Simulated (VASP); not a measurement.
## A VASP 6.6.1 single-point calculation on MgS

INCAR

```
ENCUT = 520
LWAVE = .FALSE.
ISMEAR = -5
LCHARG = .FALSE.
NELM = 61
ISIF = 2
NSW = 0
PREC = Low
EDIFF = 1E-7
GGA = PE
SIGMA = 0.01
LASPH = .TRUE.
IBRION = -1
LREAL = .FALSE.
NBANDS = 11
```

KPOINTS

```
KPOINTS created by Atomic Simulation Environment
0
Gamma
8 8 8
0 0 0
```

POSCAR

```
Mg S
 1.0000000000000000
     0.0000000000000000    2.8308768411999998    2.7176417676000000
     2.8308768411999998    0.0000000000000000    2.7176417676000000
     2.8308768411999998    2.8308768411999998    0.0000000000000000
 Mg  S
   1   1
Cartesian
  0.0000000000000000  0.0000000000000000  0.0000000000000000
  1.4154384205999999  1.4154384205999999  1.3588208838000000
```

The recommended PBE PAW datasets give the neutral cell 8 valence electrons.

Command

```
mpirun -np 1 vasp_std
```

OSZICAR

```
N       E                     dE             d eps       ncg     rms          rms(c)
DAV:   1     0.235846104982E+02    0.23585E+02   -0.35173E+03  1338   0.579E+02
DAV:   2    -0.712812342692E+01   -0.30713E+02   -0.29642E+02  1606   0.101E+02
DAV:   3    -0.893969979070E+01   -0.18116E+01   -0.18090E+01  1571   0.258E+01
DAV:   4    -0.895447215546E+01   -0.14772E-01   -0.14771E-01  1607   0.285E+00
DAV:   5    -0.895464649079E+01   -0.17434E-03   -0.17433E-03  1673   0.302E-01    0.415E+00
DAV:   6    -0.847216897805E+01    0.48248E+00   -0.11706E+00  1430   0.409E+00    0.322E+00
DAV:   7    -0.843566258848E+01    0.36506E-01   -0.27455E-01  1550   0.216E+00    0.251E+00
DAV:   8    -0.844299476495E+01   -0.73322E-02   -0.22278E-02  1439   0.904E-01    0.140E+00
DAV:   9    -0.844219012672E+01    0.80464E-03   -0.23241E-03  1469   0.242E-01    0.421E-01
DAV:  10    -0.844237967026E+01   -0.18954E-03   -0.57559E-04  1472   0.114E-01    0.861E-02
DAV:  11    -0.844238416656E+01   -0.44963E-05   -0.51930E-05  1578   0.297E-02    0.472E-02
DAV:  12    -0.844238555980E+01   -0.13932E-05   -0.55653E-06  1508   0.120E-02    0.630E-03
DAV:  13    -0.844238556473E+01   -0.49330E-08   -0.22711E-07  1611   0.250E-03
   1 F= -.84423856E+01 E0= -.84423856E+01  d E =0.000000E+00
```

From OUTCAR

```
k-points           NKPTS =     59   k-points in BZ     NKDIM =     59   number of bands    NBANDS=     11

   NELECT =       8.0000    total number of electrons

   dimension x,y,z NGX =    24 NGY =   24 NGZ =   24
   dimension x,y,z NGXF=    24 NGYF=   24 NGZF=   24

  energy-cutoff  :      520.00
  volume of cell :       43.56
      direct lattice vectors                 reciprocal lattice vectors
     0.000000000  2.830876841  2.717641768    -0.176623721  0.176623721  0.183983042
     2.830876841  0.000000000  2.717641768     0.176623721 -0.176623721  0.183983042
     2.830876841  2.830876841  0.000000000     0.176623721  0.176623721 -0.183983042

 k-points in reciprocal lattice and weights: KPOINTS created by Atomic Simulation Env
   0.00000000  0.00000000  0.00000000       0.002
   0.12500000  0.00000000  0.00000000       0.016
   0.25000000  0.00000000  0.00000000       0.016
   0.37500000  0.00000000  0.00000000       0.016
   0.50000000  0.00000000  0.00000000       0.008
   0.12500000  0.12500000  0.00000000       0.004
   0.25000000  0.12500000  0.00000000       0.016
   0.37500000  0.12500000  0.00000000       0.016
   ...

 E-fermi :   1.4536

 k-point     1 :       0.0000    0.0000    0.0000
  band No.  band energies     occupation
      1     -10.0799      2.00000
      2       1.2942      2.00000
      3       1.2943      2.00000
      4       1.3932      2.00000
      5       4.9844      0.00000
      6       9.3725      0.00000
      7       9.3726      0.00000
      8       9.4165      0.00000
      9      11.8972      0.00000
     10      12.5537      0.00000
     11      15.1553      0.00000

 k-point     2 :       0.1250    0.0000    0.0000
  band No.  band energies     occupation
      1      -9.9853      2.00000
      2       0.6240      2.00000
      3       1.2273      2.00000
      4       1.3170      2.00000
      5       5.6533      0.00000
      6       9.1999      0.00000
      7       9.5351      0.00000
      8       9.6055      0.00000
      9      11.5119      0.00000
     10      12.0150      0.00000
     11      14.6829      0.00000

 k-point     3 :       0.2500    0.0000    0.0000
  band No.  band energies     occupation
      1      -9.7394      2.00000
      2      -0.5951      2.00000
      3       1.0767      2.00000
      4       1.2152      2.00000
      5       6.4883      0.00000
      6       9.2478      0.00000
      7       9.4324      0.00000
      8       9.7751      0.00000
      9      11.8056      0.00000
     10      11.8962      0.00000
     11      13.8376      0.00000

 k-point     4 :       0.3750    0.0000    0.0000
  band No.  band energies     occupation
      1      -9.4620      2.00000
      2      -1.5684      2.00000
      3       0.9394      2.00000
      4       1.1233      2.00000
      5       6.6124      0.00000
      6       9.0047      0.00000
      7       9.3963      0.00000
      8       9.9249      0.00000
      9      13.0637      0.00000
     10      13.2957      0.00000
     11      13.8965      0.00000

 k-point     5 :       0.5000    0.0000    0.0000
  band No.  band energies     occupation
      1      -9.3353      2.00000
      2      -1.9401      2.00000
      3       0.8859      2.00000
      4       1.0875      2.00000
      5       6.5633      0.00000
      6       8.8229      0.00000
      7       9.2569      0.00000
      8      10.1367      0.00000
      9      14.4367      0.00000
     10      14.4951      0.00000
     11      14.8569      0.00000

 ...

  Total        0.9013918      0.9013918      1.0633539      0.0000000     -0.0000000      0.0000000
  in kB       33.1558411     33.1558411     39.1132834      0.0000000     -0.0000000      0.0000000
  external PRESSURE =      35.1416552 kB  Pullay stress =       0.0000000 kB

 POSITION                                       TOTAL-FORCE (eV/Angst)
 -----------------------------------------------------------------------------------
      0.00000      0.00000      0.00000         0.000000      0.000000      0.000000
      1.41544      1.41544      1.35882        -0.000000     -0.000000      0.000000
 -----------------------------------------------------------------------------------
    total drift:                                0.000238      0.000238      0.000326

  FREE ENERGIE OF THE ION-ELECTRON SYSTEM (eV)
  ---------------------------------------------------
  free  energy   TOTEN  =        -8.4423855647 eV

  energy  without entropy=       -8.4423855647  energy(sigma->0) =       -8.44238556
```

It converged. Results: gap between bands v and c on the k mesh 3.59 eV; least direct gap on the k mesh 3.59 eV; pressure 3.5 GPa. Band v is the last that the valence electrons fill when counted band by band, and c is the next.

For comparison, a separate PBE run of the intended cell, on usual settings and not on those above, gives a gap of 3.59 eV on its mesh and a pressure of 3.5 GPa.

The run above took about 9.8 s on one core of a shared host (Intel Xeon Platinum 8488C) and held 0.13 GiB at most.
